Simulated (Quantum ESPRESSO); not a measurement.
## Sn in Quantum ESPRESSO: the effect of functional

The system is Sn.

```xyz
2
Lattice="0.0000 3.2333 3.2333 3.2333 0.0000 3.2333 3.2333 3.2333 0.0000" Properties=species:S:1:pos:R:3 pbc="T T T"
Sn    4.8500    4.8500    4.8500
Sn    3.2333    3.2333    3.2333
```

This isn't the form of Sn at room conditions, which is tetragonal (white tin).

Alike in all runs:

| Quantity | Value |
| --- | --- |
| Program | Quantum ESPRESSO 7.5 |
| Task | band structure |
| Potentials or basis | SG15 PBE 1.2 |
| Cutoff | 952 eV |
| Density cutoff | 3810 eV |
| k mesh | 5 × 5 × 5 |
| Occupations | fermi-dirac, width 0.05 eV |
| Spin | no spin polarisation |

| functional | pressure (GPa) |
| --- | --- |
| r2SCAN | 0.9 |
| SCAN | ? |
| rSCAN | 0.9 |

Q: What does the run with functional SCAN give?

A: Pressure -0.4 GPa.

Caveats: the potentials were made for another functional, which shifts forces and pressure.
